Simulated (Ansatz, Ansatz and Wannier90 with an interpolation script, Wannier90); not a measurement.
# AlN (honeycomb monolayer): what limits a Wannier interpolation of GW, part 2 of 2

Aim: vary the Wannier model and the GW settings for AlN (honeycomb monolayer) and see what the interpolated bands lose.

Wannier90 4.0.3; maximally localised Wannier functions from the overlaps of PBE states (plane waves, PAW). Known limits of the many-body steps: not at the basis limit.

So far. Step 2 (Wannier model on 24×24×1, by Wannier90): Near the gap the model misses directly solved bands by 0.3 meV r.m.s. and by 2 meV at most in the window tested. This tests the starting bands, not the corrections carried with them. Step 3 (Wannier model on 24×24×1, by the program's own …): Near the gap the model misses directly solved bands by 0.3 meV r.m.s. and by 2 meV at most in the window tested. This tests the starting bands, not the corrections carried with them.

### Step 4. Wannier model on 12×12×1, by Wannier90

This step: maximally localised Wannier functions from the overlaps of PBE states (plane waves, PAW).

File w.win:

```
num_iter = 1200
conv_tol = 1.0e-8
conv_window = 5
dis_num_iter = 4000
dis_conv_tol = 1.0e-8
dis_mix_ratio = 0.7
write_hr = true
use_ws_distance = false
num_print_cycles = 50
! ansatz wannier90 interface
! projections by site (counted from 0) and shell: 0 3S, 0 3P, 1 2P
! states of the run's bands (counted from 1): 1-29
num_bands = 29
num_wann  = 7
dis_win_min = -10.29
dis_win_max = 11.44
dis_froz_min = -10.29
dis_froz_max = 0.09
guiding_centres = true
shell_list = 2 1

begin unit_cell_cart
Ang
       3.1269253043229863  -2.8867473209213818e-11                      0.0
      -1.5634626521364932       2.7079967492945265                      0.0
                      0.0                      0.0                     23.2
end unit_cell_cart

begin atoms_frac
Al        0.3333333333333333       0.6666666666666666                      0.5
N         0.6666666666666666       0.3333333333333333                      0.5
end atoms_frac

mp_grid = 12 12 1

[... the mesh's points ...]
```

Run with:

```console
$ OMP_NUM_THREADS=1 mpirun -n 8 wannier90.x w > wannier90.x.log
```

Numbers of over 12 decimals in the logs are rounded to 6 here.

The log of the run:

```text
[banner, memory and clock lines left out]
TEM
                                    ------

                              Lattice Vectors (Ang)
                    a_1     3.126925  -0.000000   0.000000
                    a_2    -1.563463   2.707997   0.000000
                    a_3     0.000000   0.000000  23.200000

                   Unit Cell Volume:     196.45072  (Ang^3)

                        Reciprocal-Space Vectors (Ang^-1)
                    b_1     2.009381   1.160117  -0.000000
                    b_2     0.000000   2.320234  -0.000000
                    b_3    -0.000000  -0.000000   0.270827

 *----------------------------------------------------------------------------*
 |   Site       Fractional Coordinate          Cartesian Coordinate (Ang)     |
 +----------------------------------------------------------------------------+
 | al   1   0.33333   0.66667   0.50000   |    0.00000   1.80533  11.60000    |
 | n    1   0.66667   0.33333   0.50000   |    1.56346   0.90267  11.60000    |
 *----------------------------------------------------------------------------*
                                ------------
                                K-POINT GRID
                                ------------

             Grid size = 12 x 12 x  1      Total points =  144

 *---------------------------------- MAIN ------------------------------------*
 |  Number of Wannier Functions               :                 7             |
 |  Number of Objective Wannier Functions     :                 7             |
 |  Number of input Bloch states              :                29             |
 |  Output verbosity (1=low, 5=high)          :                 1             |
 |  Timing Level (1=low, 5=high)              :                 1             |
[...]
O_D=      0.1724465 O_OD=      2.1750928 O_TOT=     16.4824605 <-- SPRD
 Delta: O_D=  0.5284707E-04 O_OD= -0.7088995E-04 O_TOT= -0.1804288E-04 <-- DLTA

             <<<     Delta < 1.000E-08  over  5 iterations     >>>
             <<< Wannierisation convergence criteria satisfied >>>

 Final State
[...]
WF centre and spread    4  ( -0.000000,  1.202904,-11.599992 )     3.48166400
  WF centre and spread    5  (  1.563463,  0.903127, 11.599997 )     1.56933322
  WF centre and spread    6  (  1.563463,  0.998644, 11.600000 )     1.09526157
  WF centre and spread    7  (  1.563463,  0.817519,-11.599998 )     1.04347324
  Sum of centres and spreads (  4.690388,  9.925298, 11.600000 )    16.48240270

         Spreads (Ang^2)       Omega I      =    14.134921260
        ================       Omega D      =     0.172496892
                               Omega OD     =     2.174984548
    Final Spread (Ang^2)       Omega Total  =    16.482402700

 Writing checkpoint file w.chk... done

 *---------------------------------------------------------------------------*
 |                               PLOTTING                                    |
 *---------------------------------------------------------------------------*

 *===========================================================================*
 |                             TIMING INFORMATION                            |
 *===========================================================================*
 |    Tag                                                Ncalls      Time (s)|
 |---------------------------------------------------------------------------|
 |kmesh: get                                        :         1         0.034|
 |overlap: read                                     :         1         0.523|
 |dis: main                                         :         1         0.831|
 |wann: main                                        :         1         0.349|
 |plot: main                                        :         1         0.012|
 *---------------------------------------------------------------------------*
 All done: wannier90 exiting
```

Wall time 2.5 s (8 MPI ranks of Arm Neoverse V2, shared host).

This step gave:

* gauge-invariant spread: 14.13 Å²
* diagonal spread: 0.1725 Å²
* off-diagonal spread: 2.175 Å²
* total spread: 16.48 Å²
* disentanglement steps: 227
* r.m.s. interpolation error: 0.002705 eV
* r.m.s. error near the gap: 0.003368 eV

Near the gap the model misses directly solved bands by 3.4 meV r.m.s. and by 13 meV at most in the window tested. This tests the starting bands, not the corrections carried with them.

Frozen up to 5.41 eV; above it the model need not follow the bands. The electronic bands at the labelled points (eV, zero at the valence-band top; v1 is the highest filled band, c1 the lowest empty one):

| point | v3 | v2 | v1 | c1 | c2 | c3 | c4 |
| --- | --- | --- | --- | --- | --- | --- | --- |
| Γ | -2.25 | -0.72 | -0.72 | 2.91 | 4.87 | 11.96 | 11.96 |
| halfway | -2.99 | -1.45 | -1.11 | 4.51 | 5.87 | 9.34 | 13.88 |
| M | -4.83 | -1.45 | -0.29 | 5.32 | 6.16 | 8.56 | 16.26 |
| halfway | -4.53 | -2.35 | -0.16 | 5.82 | 7.15 | 8.74 | 13.63 |
| K | -3.83 | -3.60 | 0.00 | 6.05 | 8.09 | 9.19 | 11.68 |
| halfway | -3.26 | -1.53 | -1.22 | 5.00 | 6.06 | 9.21 | 13.87 |
| Γ | -2.25 | -0.72 | -0.72 | 2.91 | 4.87 | 11.96 | 11.96 |

The same for Kohn-Sham, solved directly:

| point | v3 | v2 | v1 | c1 | c2 | c3 | c4 |
| --- | --- | --- | --- | --- | --- | --- | --- |
| Γ | -2.25 | -0.72 | -0.72 | 2.91 | 4.87 | 5.49 | 6.01 |
| M | -4.83 | -1.45 | -0.29 | 5.32 | 6.14 | 8.31 | 9.53 |
| K | -3.83 | -3.60 | 0.00 | 6.03 | 8.08 | 8.30 | 9.14 |
| Γ | -2.25 | -0.72 | -0.72 | 2.91 | 4.87 | 5.49 | 6.01 |

The first set of electronic bands as a text plot (rows in eV, shown from -4.8 to 8.9 only):

```
    8.6 |             +++++++++++++++        +++++
    8.0 |                             +++++++
    7.5 |                           ++       ++
    6.9 |                         ++
    6.3 |                 ++++++++       ++    +++++++
    5.8 |       ++++++++++      +++++++++  ++++   ++  +++
    5.2 | ++++++    ++    ++++++                    ++   +++++++
    4.6 |+        ++                                  +++       +
    4.0 |       ++                                       ++
    3.5 |   ++++                                           ++
    2.9 |+++                                                 ++++
    2.3 |
    1.8 |
    1.2 |
    0.6 |
    0.0 |                       ***************
   -0.5 |*****          ********               ***           ****
   -1.1 | ****************                        **************
   -1.7 |     ******      ********                *********
   -2.3 |*****  **                **           ***       ********
   -2.8 |         **                **       **       ***
   -3.4 |           **                *******       **
   -4.0 |             **              **************
   -4.5 |               **************
         Γ                   M           K                      Γ
```

### Step 5. A faulty Wannier input

w.win: that of step 4 with these lines changed.

```diff
@@ -17,3 +17,3 @@
 dis_froz_min = -10.29
-dis_froz_max = 0.09
+dis_froz_max = 10.94
 guiding_centres = true
```

The log of the run:

```text
[banner, memory and clock lines left out]
TEM
                                    ------

                              Lattice Vectors (Ang)
                    a_1     3.126925  -0.000000   0.000000
                    a_2    -1.563463   2.707997   0.000000
                    a_3     0.000000   0.000000  23.200000

                   Unit Cell Volume:     196.45072  (Ang^3)

                        Reciprocal-Space Vectors (Ang^-1)
                    b_1     2.009381   1.160117  -0.000000
                    b_2     0.000000   2.320234  -0.000000
                    b_3    -0.000000  -0.000000   0.270827

 *----------------------------------------------------------------------------*
 |   Site       Fractional Coordinate          Cartesian Coordinate (Ang)     |
 +----------------------------------------------------------------------------+
 | al   1   0.33333   0.66667   0.50000   |    0.00000   1.80533  11.60000    |
 | n    1   0.66667   0.33333   0.50000   |    1.56346   0.90267  11.60000    |
 *----------------------------------------------------------------------------*
                                ------------
                                K-POINT GRID
                                ------------

             Grid size = 12 x 12 x  1      Total points =  144

 *---------------------------------- MAIN ------------------------------------*
 |  Number of Wannier Functions               :                 7             |
 |  Number of Objective Wannier Functions     :                 7             |
 |  Number of input Bloch states              :                29             |
 |  Output verbosity (1=low, 5=high)          :                 1             |
 |  Timing Level (1=low, 5=high)              :                 1             |
[...]
|             2         0.000000    0.000000   -0.270827     6.816889        |
 |             3         0.000000    0.193353    0.000000     8.916158        |
[...]
|             7        -0.167448   -0.096676    0.000000     8.916158        |
 |             8        -0.167448    0.096676    0.000000     8.916158        |
[...]
|                           b_k Directions (Ang^-1)                          |
 |                           -----------------------                          |
 |            No.           x           y           z                         |
 |            ---        --------------------------------                     |
 |             1         0.000000    0.000000    0.270827                     |
 |             2         0.000000    0.193353    0.000000                     |
 |             3         0.167448    0.096676    0.000000                     |
 |             4         0.167448   -0.096676    0.000000                     |
[...]
Starting a new Wannier90 calculation ...

 Reading overlaps from w.mmn    : ansatz wannier90 interface

 Reading projections from w.amn : ansatz wannier90 interface

 *------------------------------- DISENTANGLE --------------------------------*
 +----------------------------------------------------------------------------+
 |                              Energy  Windows                               |
 |                              ---------------                               |
 |                   Outer:  -10.29000  to   11.44000  (eV)                   |
 |                   Inner:  -10.29000  to   10.94000  (eV)                   |
 +----------------------------------------------------------------------------+
 ERROR AT K-POINT    1 THERE ARE 18 BANDS INSIDE THE INNER WINDOW AND ONLY 7 TARGET BANDS
BANDS: (eV)  -7.56938   -6.03460   -6.03460   -2.41319   -0.44673    0.17298    0.69060    1.17873    2.13346    2.76924
   3.98770    4.73132    6.27595    6.64342    6.64342    7.11776    9.11339    9.86219
 Exiting.......
 dis_windows: More states in the frozen window than target WFs
 (rank: 0)
```

Run time: 1.1 s. Hardware: 8 MPI ranks.

The run stopped with an error after 1.1 s.

The program's words: ERROR AT K-POINT    1 THERE ARE 18 BANDS INSIDE THE INNER WINDOW AND ONLY 7 TARGET BANDS dis_windows: More states in the frozen window than target WFs thus causing the job to be terminated. The first process to do so was:

The fault put into this input: a frozen window with more states than functions.

### Step 6. G0W0: 12×12×1 mesh, 319 empty bands, screening to 80 eV

G0W0 replaces the xc potential by the self-energy, built once from these orbitals. Only a window of levels is corrected, while the sums run over the empty bands that the input names.

This step: G0W0 on PBE, plane waves, PAW.

File input.yaml:

```yaml
crystal:
  lattice:
    - [3.1269253043, 0.0, 0.0]
    - [-1.5634626521, 2.7079967493, 0.0]
    - [0.0, 0.0, 23.2]
  atoms:
    - { symbol: Al, position: [0.3333333333, 0.6666666667, 0.5000002682] }
    - { symbol: "N", position: [0.6666666667, 0.3333333333, 0.4999997318] }
  periodic: [true, true, false]
kpoints:
  mp_grid: { grid: [12, 12, 1] }
hamiltonian:
  xc: pbe
scf:
  occupations: { method: fixed }
gw:
  n_empty_bands: 319
  ecut_chi: 80.0
  qp_bands: [v3, c2]
  screening: { model: contour_deformation }
```

Run with:

```console
$ ansatz run input.yaml --threads 12 --pin off --max-ram 22118MiB --backend cpu --events-out ev --progress --plain --runs-dir out
```

The log of the run:

```text
[...]
Crystal: 2 atoms, lattice volume = 196.451 Å³
Basis set: ecut = 420 eV, 3809 PW (Γ)
Bands: 8, of which v1, the nominal top of the filled ones, is band 4 counted from 1 (3 counted from 0)
Symmetry: 12 space group operations
[...]
k-points: 19 of 144 (time reversal used)
[...]
15     2     -9.8541   -20.3606     3.9776   -14.8470  0.7155   -11.4944   -11.3901  root ?
[...]
18     3     -8.9177   -20.3344     3.6743   -15.0761  0.7361   -10.5849   -10.5016  root
    18     4     -5.3194   -19.5447     2.5658   -15.6281  0.7680    -6.7039    -6.6702  root
    18     5      0.7127    -3.9213    -3.2488    -8.3338  0.8173     1.9012     1.8763  root
    18     6      2.7652    -5.2475    -3.6942   -10.2407  0.7673     4.1286     4.0642  root
[key lines of the parts left out:]
SCF converged after 6 iterations
Free energy (F): -923.233590 eV
Fermi energy:    -5.319380 eV
```

Wall time 4 min (12 threads); peak memory 4.8 GiB; 42 min of CPU time.

The G0W0 gap on the mesh is 5.270 eV.

### Step 7. G0W0: 6×6×1 mesh, 319 empty bands, screening to 80 eV

input.yaml: that of step 6 with these lines changed.

```diff
@@ -10,3 +10,3 @@
 kpoints:
-  mp_grid: { grid: [12, 12, 1] }
+  mp_grid: { grid: [6, 6, 1] }
 hamiltonian:
```

The log of the run:

```text
[...]
Crystal: 2 atoms, lattice volume = 196.451 Å³
Basis set: ecut = 420 eV, 3809 PW (Γ)
Bands: 8, of which v1, the nominal top of the filled ones, is band 4 counted from 1 (3 counted from 0)
Symmetry: 12 space group operations
[...]
k-points: 7 of 36 (time reversal used)
[...]
3     2    -10.1433   -20.2897     4.0893   -14.6780  0.7085   -11.7736   -11.6657  root ?
[...]
6     3     -8.9160   -20.3316     3.6803   -15.0757  0.7362   -10.5752   -10.4916  root
     6     4     -5.3178   -19.5502     2.5800   -15.6275  0.7668    -6.6948    -6.6604  root
     6     5      0.7135    -3.9178    -3.2598    -8.3333  0.8161     1.8936     1.8690  root
     6     6      2.7663    -5.2465    -3.6970   -10.2398  0.7666     4.1245     4.0627  root
[key lines of the parts left out:]
SCF converged after 6 iterations
Free energy (F): -923.232800 eV
Fermi energy:    -5.317821 eV
```

Wall time 23 s (12 threads); peak memory 3 GiB.

The G0W0 gap on the mesh is 5.258 eV.

### Step 8. G0W0: 12×12×1 mesh, 148 empty bands, screening to 48 eV

input.yaml: that of step 7 with these lines changed.

```diff
@@ -10,3 +10,3 @@
 kpoints:
-  mp_grid: { grid: [6, 6, 1] }
+  mp_grid: { grid: [12, 12, 1] }
 hamiltonian:
@@ -16,4 +16,4 @@
 gw:
-  n_empty_bands: 319
-  ecut_chi: 80.0
+  n_empty_bands: 148
+  ecut_chi: 48
   qp_bands: [v3, c2]
```

The log of the run:

```text
[...]
Crystal: 2 atoms, lattice volume = 196.451 Å³
Basis set: ecut = 420 eV, 3809 PW (Γ)
Bands: 8, of which v1, the nominal top of the filled ones, is band 4 counted from 1 (3 counted from 0)
Symmetry: 12 space group operations
[...]
k-points: 19 of 144 (time reversal used)
[...]
1     4     -6.0904   -22.0775     3.3329   -17.7587  0.7747    -7.0929    -7.0763  root
[...]
18     3     -8.9177   -20.3344     3.8594   -15.0761  0.7375   -10.3812   -10.3166  root
    18     4     -5.3194   -19.5447     2.7858   -15.6281  0.7740    -6.4732    -6.4501  root
    18     5      0.7127    -3.9213    -3.1646    -8.3338  0.8176     1.9899     1.9606  root
    18     6      2.7652    -5.2475    -3.5623   -10.2407  0.7682     4.2701     4.1962  root
[key lines of the parts left out:]
SCF converged after 6 iterations
Free energy (F): -923.233590 eV
Fermi energy:    -5.319380 eV
```

Wall time 54 s (12 threads); peak memory 2 GiB.

The G0W0 gap on the mesh is 5.049 eV.

### Step 9. G0W0: 12×12×1 mesh, 319 empty bands, screening to 80 eV, plasmon pole

input.yaml: that of step 8 with these lines changed.

```diff
@@ -16,5 +16,5 @@
 gw:
-  n_empty_bands: 148
-  ecut_chi: 48
+  n_empty_bands: 319
+  ecut_chi: 80.0
   qp_bands: [v3, c2]
-  screening: { model: contour_deformation }
+  screening: { model: godby_needs }
```

The log of the run:

```text
[...]
Crystal: 2 atoms, lattice volume = 196.451 Å³
Basis set: ecut = 420 eV, 3809 PW (Γ)
Bands: 8, of which v1, the nominal top of the filled ones, is band 4 counted from 1 (3 counted from 0)
Symmetry: 12 space group operations
[...]
k-points: 19 of 144 (time reversal used)
[...]
1     4     -6.0904   -22.0775     3.0539   -17.7587  0.7888    -7.3692    -7.3554  root
[...]
18     3     -8.9177   -20.3344     3.5046   -15.0761  0.7724   -10.6884   -10.6714  root
    18     4     -5.3194   -19.5447     2.5303   -15.6281  0.7913    -6.7220    -6.7057  root
    18     5      0.7127    -3.9213    -3.2088    -8.3338  0.8447     1.9297     1.9164  root
    18     6      2.7652    -5.2475    -3.4876   -10.2407  0.8169     4.2834     4.2709  root
[key lines of the parts left out:]
SCF converged after 6 iterations
Free energy (F): -923.233590 eV
Fermi energy:    -5.319380 eV
```

Run time: 4.6 min. Hardware: 12 threads; peak memory 4.9 GiB.

The G0W0 gap on the mesh is 5.306 eV.

### Step 10. Interpolated results

Times are wall times on 12 threads of Arm Neoverse V2, shared host, good to a factor of about two.

| GW mesh | empty bands | cutoff (eV) | frequency | gap on mesh (eV) | gap over zone (eV) | direct gap (eV) | valence width (eV) | GW time |
| --- | --- | --- | --- | --- | --- | --- | --- | --- |
| 12×12×1 | 319 | 80 | contour deformation | 5.270 | 5.270 | 5.896 | 5.005 | 4 min |
| 6×6×1 | 319 | 80 | contour deformation | 5.258 | 5.259 | 5.894 | 5.005 | 23 s |
| 12×12×1 | 148 | 48 | contour deformation | 5.049 | 5.049 | 5.605 | 5.059 | 54 s |
| 12×12×1 | 319 | 80 | plasmon pole | 5.306 | 5.306 | 5.885 | 5.262 | 4.6 min |

### Step 11. Outcome

```
12×12×1 mesh, 319 empty bands, screening to 80 eV               : 5.27 eV
6×6×1 mesh, 319 empty bands, screening to 80 eV                 : 5.26 eV
12×12×1 mesh, 148 empty bands, screening to 48 eV               : 5.05 eV
12×12×1 mesh, 319 empty bands, screening to 80 eV, plasmon pole : 5.31 eV
```

In words: The largest change, −0.22 eV in the gap over the zone, comes with 12×12×1 mesh, 148 empty bands, screening to 48 eV. The first run is a reference, not a converged one, and where a row moves several settings no single cause can be named. Rows on another GW mesh add that mesh's corrections to the bands of the one model. The program's own minimiser ends at the same spread as the first model, 17.5 Å², from the same trial orbitals; this need not be the lowest minimum. Coarser Wannier mesh (12×12×1): the miss near the gap goes from under 1 (the model on 24×24×1) to 3 meV and the total spread from 17.5 to 16.5 Å². With 6×6×1 mesh, 319 empty bands, screening to 80 eV the gap over the zone moves by −0.01 eV and that on the mesh by −0.01 eV. With 12×12×1 mesh, 148 empty bands, screening to 48 eV the gap over the zone moves by −0.22 eV and that on the mesh by −0.22 eV. With 12×12×1 mesh, 319 empty bands, screening to 80 eV, plasmon pole the gap over the zone moves by +0.04 eV and that on the mesh by +0.04 eV. Gaps over the zone and on the mesh differ where an edge lies off the mesh, or where a GW run starts from another density: the starting gap over the zone is 2.906 eV, on the GW meshes it is 2.906 eV and 2.905 eV.

[Paths, hosts, dates, memory and timing lines, banners, echoed tables and standing remarks are left out of the program output.]

[Logs are printed without paths, hosts, clocks, repeated set-up lines and the standing remarks that a program may print on its own settings, such as how far it seeks lower states.]

[Runs of the session that timed out or met a known fault of the program may be left out.]

[Hosts, paths, dates, database ids (printed as entryN), source tags and the programs' standing remarks are cut or masked in the printed files.]
